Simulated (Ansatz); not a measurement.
FePt (Tetraferroplatinum):

```xyz
2
Lattice="2.7235 0.0000 0.0000 0.0000 2.7235 0.0000 0.0000 0.0000 3.7200" Properties=species:S:1:pos:R:3 pbc="T T T"
Pt    1.3618    1.3618    1.8600
Fe    0.0000    0.0000    0.0000
```

- Program: Ansatz 0.2.0
- Task: relaxation of cell and atoms
- Functional: RPBE
- Dispersion: D3(BJ)
- Potentials or basis: all-electron LAPW, scalar-relativistic
- Basis error allowed: 0.001 eV/atom
- k mesh: 10 × 10 × 7
- Occupations: fermi-dirac, width 0.05 eV
- Spin: collinear spin, ferromagnetic start
- Starting moments: [0.0, 3.0] μB

At the start: volume 13.80 Å³/atom.

Q: Where does the relaxation end?

A: Over 6 steps the energy falls by 137.3 meV/atom and the volume is 12.33 Å³/atom (-10.6 %); space group P4/mmm (No. 123, to 0.05 Å); moment 3.16 μB per cell.

The path:
| step | energy change (eV) | largest force (eV/Å) | volume (Å³) |
| --- | --- | --- | --- |
| 1 | 0.0000 | 0.0000 | 27.59 |
| 2 | -0.2469 | 0.0000 | 23.86 |
| 3 | -0.2735 | 0.0000 | 24.83 |
| 4 | -0.2745 | 0.0000 | 24.66 |
| 5 | -0.2745 | 0.0000 | 24.66 |
| 6 | -0.2745 | 0.0000 | 24.66 |

Final structure:
```xyz
2
Lattice="2.6251 0.0000 0.0000 0.0000 2.6251 0.0000 0.0000 0.0000 3.5788" Properties=species:S:1:pos:R:3 pbc="T T T"
Pt    1.3126    1.3126    1.7894
Fe    0.0000    0.0000    0.0000
```

Caveat: the volume moved by -11 % from the deposited cell, more than functionals usually miss.
